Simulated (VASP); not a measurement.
# Fe (Fmmm) in VASP: notebook

One crystal, Fe, is run at these levels: PBEsol; tasks: single point.

Everything below comes from runs of VASP 6.6.1. Logs are shortened: lines on timing, memory, paths and dates and some standing lists are left out, and cuts for length are marked.

## 1. Starting point

It takes space group Fmmm (No. 69, orthorhombic). Conventional cell: a = 2.997 Å, b = 3.883 Å, c = 3.930 Å, α = 90.00°, β = 90.00°, γ = 90.00°. Fe (site symmetry mmm) is surrounded by 12 Fe at 2.45 to 2.76 Å.

## 2. Single point, PBEsol, collinear spin, ferromagnetic start

INCAR

```
SYSTEM = Fe
ADDGRID = .False.
ALGO = Normal
EDIFF = 1E-6
ENCUT = 350
GGA = PS
ISIF = 2
ISMEAR = -1
ISPIN = 2
LASPH = .True.
LCHARG = .False.
LMAXMIX = 4
LORBIT = 11
LREAL = .False.
LWAVE = .False.
MAGMOM = 3
NELM = 100
PREC = Accurate
SIGMA = 0.15
```

KPOINTS

```
k-points
0
Gamma
  9 9 9
  0 0 0
```

POSCAR

```
Fe
1.0
    0.0000000000      1.9417396906      1.9651051623
    1.4984397099      0.0000000000      1.9651051623
    1.4984397099      1.9417396906      0.0000000000
Fe
1
Direct
    0.0000000000      0.0000000000      0.0000000000
```

Potentials or basis: VASP PAW PBE potentials, release 64 (Fe).

Launch:

```sh
cat potpaw_PBE.64/Fe/POTCAR > POTCAR
mpirun -np 1 vasp_std > vasp.out
```

OUTCAR:

```text
SYSTEM = Fe
   EDIFF = 1E-6
   ENCUT = 350
   GGA = PS
   ISIF = 2
   ISMEAR = -1
   ISPIN = 2
   LASPH = .True.
   LORBIT = 11
   LREAL = .False.
   NELM = 100
   PREC = Accurate

 Found    125 irreducible k-points:

 Following reciprocal coordinates:
            Coordinates               Weight
  0.000000  0.000000  0.000000      1.000000
  0.111111  0.000000 -0.000000      8.000000
  0.222222  0.000000  0.000000      8.000000
  0.333333  0.000000  0.000000      8.000000
  0.444444  0.000000  0.000000      8.000000
  0.111111  0.111111  0.000000      2.000000
   k-points           NKPTS =    125   k-points in BZ     NKDIM =    125   number of bands    NBANDS=     10
   number of dos      NEDOS =    301   number of ions     NIONS =      1
   total plane-waves  NPLWV =   4608
   dimension x,y,z NGX =    18 NGY =   16 NGZ =   16
   dimension x,y,z NGXF=    36 NGYF=   32 NGZF=   32
   ions per type =               1
   NGX,Y,Z   is equivalent  to a cutoff of  10.83, 10.76, 10.84 a.u.
   NGXF,Y,Z  is equivalent  to a cutoff of  21.66, 21.53, 21.69 a.u.
 SYSTEM =  Fe
   PREC   = accura    normal or accurate (medium, high low for compatibility)
   ISTART =      0    job   : 0-new  1-cont  2-samecut
   ICHARG =      2    charge: 1-file 2-atom 10-const
   ISPIN  =      2    spin polarized calculation?
   LNONCOLLINEAR =      F non collinear calculations
   LSORBIT =      F    spin-orbit coupling
   LASPH  =      T    aspherical Exc in radial PAW
   ENCUT  =  350.0 eV  25.72 Ry    5.07 a.u.   4.21  3.77  3.74*2*pi/ulx,y,z
   NELM   =    100;   NELMIN=  2; NELMDL= -5     # of ELM steps
   EDIFF  = 0.1E-05   stopping-criterion for ELM
   LREAL  =      F    real-space projection
   EDIFFG = 0.1E-04   stopping-criterion for IOM
   NSW    =      0    number of steps for IOM
   IBRION =     -1    ionic relax: 0-MD 1-quasi-New 2-CG
   NFREE  =      0    steps in history (QN), initial steepest desc. (CG)
   ISIF   =      2    stress and relaxation
   ISYM   =      2    0-nonsym 1-usesym 2-fastsym
   POTIM  = 0.5000    time-step for ionic-motion
   TEBEG  =    0.0;   TEEND  =   0.0 temperature during run
   PSTRESS=    0.0 pullay stress
   NELECT =       8.0000    total number of electrons
   NUPDOWN=      -1.0000    fix difference up-down
   EMIN   =  10.00;   EMAX   =-10.00  energy-range for DOS
   EFERMI =   0.00;   METHOD = LEGACY
   ISMEAR =    -1;   SIGMA  =   0.15  broadening in eV -4-tet -1-fermi 0-gaus
   EFERMI_NEDOS =   21; number of points for ismear=-14 and -15
   IALGO  =     38    algorithm
   IMIX   =      4    mixing-type and parameters
     AMIX     =   0.40;   BMIX     =  1.00
     AMIX_MAG =   1.60;   BMIX_MAG =  1.00
  volume/ion in A,a.u.               =      11.44        77.17
  Fermi-wavevector in a.u.,A,eV,Ry     =   1.453303  2.746344 28.736719  2.112089
  Thomas-Fermi vector in A             =   2.570585
   LORBIT       =     11    0 simple, 1 ext, 2 COOP (PROOUT), +10 PAW based schemes
   GGA     = PS    functional components
   LHFCALC =     F    Hartree Fock is set to
   AEXX    =    0.0000 exact exchange contribution
   IVDW    =     0    specifies the selected vdW correction
   LEPSILON=     F    determine dielectric tensor
   LRPA    =     F    only Hartree local field effects (RPA)
 spin polarized calculation
  energy-cutoff  :      350.00
  volume of cell :       11.44
 maximum number of plane-waves:       176
 NGX is ok and might be reduce to    18
   NGX =  9   NGY =  7   NGZ =  7

 number of electron       7.9999995 magnetization       2.1940341

 Free energy of the ion-electron system (eV)
  ---------------------------------------------------
  ext. energy  EPLUGINS =         0.00000000
  ---------------------------------------------------
  free energy    TOTEN  =        -8.92454633 eV

  energy without entropy =       -8.84937076  energy(sigma->0) =       -8.88695855

 E-fermi :   5.6330     XC(G=0): -13.2427

 val. band max:        5.6306236434   @ k =   0.4444   0.1111   0.3333
 cond. band min:       5.6333893941   @ k =   0.4444   0.3333   0.1111
 fundamental gap:      0.0027657507
 Fermi energy:         5.6329699112

 spin component 1

 k-point     1 :       0.0000    0.0000    0.0000
  band No.  band energies     occupation
      1      -2.8884      1.00000
      2       3.1577      1.00000
      3       3.2506      1.00000
      4       3.5922      1.00000
      5       4.3220      0.99984
      6       4.7153      0.99780
      7      29.3798      0.00000
      8      30.8547      0.00000
      9      31.1170      0.00000
     10      35.0659      0.00000

 k-point     2 :       0.1111    0.0000   -0.0000
  band No.  band energies     occupation
      1      -2.3977      1.00000
      2       3.1663      1.00000
      3       3.2428      1.00000
      4       3.7167      1.00000
      5       4.2539      0.99990
      6       4.6659      0.99842
      7      27.1682      0.00000
      8      29.6009      0.00000
      9      30.6152      0.00000
     10      33.7664      0.00000

 k-point     3 :       0.2222    0.0000    0.0000
  band No.  band energies     occupation
      1      -1.0738      1.00000
      2       2.9749      1.00000
      3       3.1023      1.00000
      4       4.2157      0.99992
      5       4.3484      0.99981
      6       4.6300      0.99875
      7      22.1371      0.00000
      8      27.6244      0.00000
      9      29.8558      0.00000
     10      31.5107      0.00000

 k-point     4 :       0.3333    0.0000    0.0000
  band No.  band energies     occupation
      1       0.3141      1.00000
      2       2.6591      1.00000
      3       3.5316      1.00000
      4       4.2977      0.99986
      5       4.7228      0.99769
      6       5.2086      0.94423
      7      17.1473      0.00000
      8      25.6851      0.00000
      9      28.2417      0.00000
     10      29.9119      0.00000

 k-point     5 :       0.4444    0.0000    0.0000
  band No.  band energies     occupation
      1       0.6887      1.00000
      2       2.4551      1.00000
      3       4.2502      0.99990
      4       4.8318      0.99523
      5       5.3900      0.83477
      6       5.8365      0.20479
      7      13.3011      0.00000
      8      24.5805      0.00000
      9      26.7569      0.00000
     10      29.5863      0.00000

 k-point     6 :       0.1111    0.1111    0.0000
  band No.  band energies     occupation
      1      -2.3646      1.00000
      2       2.9961      1.00000
      3       3.5180      1.00000
      4       3.5237      1.00000
      5       4.3816      0.99976
      6       4.6315      0.99874
      7      28.2492      0.00000
      8      29.0597      0.00000
      9      29.5255      0.00000
     10      32.5887      0.00000

 [... further k-points ...]

 spin component 2

 k-point     1 :       0.0000    0.0000    0.0000
  band No.  band energies     occupation
      1      -2.6197      1.00000
      2       5.0173      0.98377
      3       5.1528      0.96088
      4       5.6405      0.48749
      5       6.8417      0.00032
      6       7.4373      0.00001
      7      29.2728      0.00000
      8      30.8044      0.00000
      9      31.0967      0.00000
     10      35.5032      0.00000

 k-point     2 :       0.1111    0.0000   -0.0000
  band No.  band energies     occupation
      1      -2.1256      1.00000
      2       5.0193      0.98355
      3       5.1442      0.96298
      4       5.7540      0.30850
      5       6.7470      0.00059
      6       7.3744      0.00001
      7      27.4690      0.00000
      8      29.6292      0.00000
      9      30.7498      0.00000
     10      34.3321      0.00000

 k-point     3 :       0.2222    0.0000    0.0000
  band No.  band energies     occupation
      1      -0.7583      1.00000
      2       4.8343      0.99515
      3       4.8935      0.99282
      4       6.4141      0.00544
      5       6.6459      0.00117
      6       7.3128      0.00001
      7      22.8100      0.00000
      8      27.7706      0.00000
      9      30.2934      0.00000
     10      32.2135      0.00000

 k-point     4 :       0.3333    0.0000    0.0000
  band No.  band energies     occupation
      1       0.9689      1.00000
      2       4.4866      0.99952
      3       4.8457      0.99477
      4       6.7011      0.00081
      5       7.3541      0.00001
      6       7.3757      0.00001
      7      18.0910      0.00000
      8      25.8356      0.00000
      9      28.9350      0.00000
     10      30.4437      0.00000

 k-point     5 :       0.4444    0.0000    0.0000
  band No.  band energies     occupation
      1       1.8939      1.00000
      2       4.2511      0.99990
      3       5.7527      0.31035
      4       6.7424      0.00061
      5       7.4741      0.00000
      6       8.0725      0.00000
      7      14.5974      0.00000
      8      24.7046      0.00000
      9      27.3782      0.00000
     10      30.1938      0.00000

 k-point     6 :       0.1111    0.1111    0.0000
  band No.  band energies     occupation
      1      -2.0919      1.00000
      2       4.8245      0.99546
      3       5.4495      0.77260
      4       5.5421      0.64694
      5       6.9092      0.00020
      6       7.3161      0.00001
      7      28.4533      0.00000
      8      29.1258      0.00000
      9      29.7447      0.00000
     10      33.4443      0.00000

 [... further k-points ...]

------------------------ aborting loop because EDIFF is reached ----------------------------------------

  FORCE on cell =-STRESS in cart. coord.  units (eV):
  Direction    XX          YY          ZZ          XY          YZ          ZX
  --------------------------------------------------------------------------------------
  -------------------------------------------------------------------------------------
  Total       -1.1186687     -0.4685751     -0.6187533      0.0000000      0.0000000      0.0000000
  in kB     -156.7349984    -65.6513528    -86.6926053      0.0000000      0.0000000      0.0000000
  external PRESSURE =    -103.0263188 kB  Pullay stress =       0.0000000 kB

 VOLUME and BASIS-vectors are now :
 -----------------------------------------------------------------------------
  energy-cutoff  :      350.00
  volume of cell :       11.44
      direct lattice vectors                 reciprocal lattice vectors
     0.000000000  1.941739691  1.965105162    -0.333680426  0.257501045  0.254439309
     1.498439710  0.000000000  1.965105162     0.333680426 -0.257501045  0.254439309
     1.498439710  1.941739691  0.000000000     0.333680426  0.257501045 -0.254439309

 POSITION                                       TOTAL-FORCE (eV/Angst)
 -----------------------------------------------------------------------------------
      0.00000      0.00000      0.00000        -0.000000     -0.000000      0.000000
 -----------------------------------------------------------------------------------
    total drift:                                0.000000      0.000000      0.000000

  FREE ENERGIE OF THE ION-ELECTRON SYSTEM (eV)
  ---------------------------------------------------
  free  energy   TOTEN  =        -8.9245463308 eV

  energy  without entropy=       -8.8493707634  energy(sigma->0) =       -8.88695855

 total charge

# of ion       s       p       d       tot
------------------------------------------
    1        0.489   0.540   6.226   7.254

 magnetization (x)

# of ion       s       p       d       tot
------------------------------------------
    1       -0.013  -0.045   2.239   2.181
```

Wall time 21 s (1 thread of Intel Xeon Platinum 8259CL at 2.50GHz (Skylake/Cascade Lake), shared host); peak memory 0.13 GiB.

The run converged, but some of its settings lie outside the range that counts as converged, so its numbers aren't taken as properties of the crystal.

Results:

* Free energy: -8.9245 eV
* Pressure: -10.3 GPa
* Band gap on the k mesh: none (metal or under the smearing width)
* Net moment: 2.19 μB per cell
* Site moments: Fe +2.18 μB
* Valence electrons inside the program's atomic spheres: Fe 7.25

Caveat: the PAW data sets were made with another functional, which shifts forces and pressure a little.

## 3. Single point, PBEsol, collinear spin, ferromagnetic start

Edit INCAR of step 2 so:

```diff
@@ -4,3 +4,3 @@
 EDIFF = 1E-6
-ENCUT = 350
+ENCUT = 400
 GGA = PS
```

KPOINTS is that of step 2.

POSCAR is that of step 2.

Potentials or basis: VASP PAW PBE potentials, release 64 (Fe).

Launch:

```sh
cat potpaw_PBE.64/Fe/POTCAR > POTCAR
mpirun -np 1 vasp_std > vasp.out
```

It took 20 s on 1 thread of Intel Xeon Platinum 8259CL at 2.50GHz (Skylake/Cascade Lake), shared host; peak memory 0.13 GiB.

The run converged, but some of its settings lie outside the range that counts as converged, so its numbers aren't taken as properties of the crystal.

Results:

| Item | Value |
| --- | --- |
| Free energy | -8.9198 eV |
| Pressure | -10.4 GPa |
| Band gap on the k mesh | none (metal or under the smearing width) |
| Net moment | 2.19 μB per cell |
| Site moments | Fe +2.18 μB |
| Valence electrons inside the program's atomic spheres | Fe 7.26 |

Caveat: the PAW data sets were made with another functional, which shifts forces and pressure a little.
